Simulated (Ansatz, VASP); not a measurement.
This is a calculation of GaAs for Ansatz 0.2.0.

File input.yaml:

```yaml
crystal:
  lattice:
    - [0.0, 2.82685, 2.82685]
    - [2.82685, 0.0, 2.82685]
    - [2.82685, 2.82685, 0.0]
  atoms:
    - { symbol: As, position: [0.75, 0.75, 0.75] }
    - { symbol: Ga, position: [0.0, 0.0, 0.0] }
hamiltonian:
  xc: pbesol
  pseudopotentials: { kind: paw }
kpoints:
  mp_grid: { grid: [8, 8, 8] }
  band_path:
    path:
      - [[0.0, 0.0, 0.0], [0.5, 0.0, 0.5], [0.5, 0.25, 0.75], [0.375, 0.375, 0.75], [0.0, 0.0, 0.0], [0.5, 0.5, 0.5], [0.625, 0.25, 0.625], [0.5, 0.25, 0.75], [0.5, 0.5, 0.5], [0.375, 0.375, 0.75]]
      - [[0.625, 0.25, 0.625], [0.5, 0.0, 0.5]]
    npoints: 14
scf:
  occupations: { method: fermi_dirac, width: 0.05 }
  n_extra_bands: 6
output:
  forces: true
  stress: true
  eigenvalues: true
  fatbands: false
```

Potentials or basis: Ansatz PAW.

The run is started by

```console
$ ansatz run input.yaml --threads 2 --pin off --max-ram 5632MiB --backend cpu --events-out ev --progress --plain --runs-dir out
```

**Question.** Set up the same calculation for VASP 6.6.1. Potentials there: VASP PAW PBE potentials, release 64 (As, Ga_d).

**Answer.** As run (the cutoff follows the program's own potentials):

File INCAR:

```
SYSTEM = GaAs
ALGO = Fast
EDIFF = 1E-6
ENCUT = 520
GGA = PS
ISIF = 2
ISMEAR = -1
LASPH = .True.
LCHARG = .False.
LREAL = .False.
LWAVE = .False.
NELM = 80
PREC = Accurate
SIGMA = 0.05
```

The input KPOINTS:

```
k-points
0
Gamma
  8 8 8
  0 0 0
```

POSCAR

```
GaAs
1.0
    0.0000000000      2.8268500000      2.8268500000
    2.8268500000      0.0000000000      2.8268500000
    2.8268500000      2.8268500000      0.0000000000
As Ga
1 1
Direct
    0.7500000000      0.7500000000      0.7500000000
    0.0000000000      0.0000000000      0.0000000000
```

File KPOINTS_OPT:

```
path GXWKGLUWLK,UX
10
line-mode
reciprocal
 0.0000000000  0.0000000000  0.0000000000  G
 0.5000000000  0.0000000000  0.5000000000  X

 0.5000000000  0.0000000000  0.5000000000  X
 0.5000000000  0.2500000000  0.7500000000  W

 0.5000000000  0.2500000000  0.7500000000  W
 0.3750000000  0.3750000000  0.7500000000  K

 0.3750000000  0.3750000000  0.7500000000  K
 0.0000000000  0.0000000000  0.0000000000  G

 0.0000000000  0.0000000000  0.0000000000  G
 0.5000000000  0.5000000000  0.5000000000  L

 0.5000000000  0.5000000000  0.5000000000  L
 0.6250000000  0.2500000000  0.6250000000  U

 0.6250000000  0.2500000000  0.6250000000  U
 0.5000000000  0.2500000000  0.7500000000  W

 0.5000000000  0.2500000000  0.7500000000  W
 0.5000000000  0.5000000000  0.5000000000  L

 0.5000000000  0.5000000000  0.5000000000  L
 0.3750000000  0.3750000000  0.7500000000  K

 0.6250000000  0.2500000000  0.6250000000  U
 0.5000000000  0.0000000000  0.5000000000  X
```

Potentials or basis: VASP PAW PBE potentials, release 64 (As, Ga_d).

Run with:

```console
$ cat potpaw_PBE.64/As/POTCAR potpaw_PBE.64/Ga_d/POTCAR > POTCAR
$ mpirun -np 1 vasp_std > vasp.out
```

Both were run:

|  | VASP | Ansatz | Ansatz less VASP |
| --- | --- | --- | --- |
| gap on the k mesh at the Fermi level (eV) | 0.46 | 0.44 | -0.014 |
| least direct gap on the mesh (eV) | 0.46 | 0.44 | -0.014 |
| gap along the band path (eV) | 0.46 | 0.44 | -0.014 |
| pressure (GPa) | 0.3 | 0.2 | -0.15 |

The two sets of potentials don't hold the same shells in valence.

Caveats: the PAW data sets were made with another functional, which shifts forces and pressure a little (VASP); the PAW data sets come from PBE, with cores solved anew for the run's functional, which leaves a small shift of forces and pressure (Ansatz).
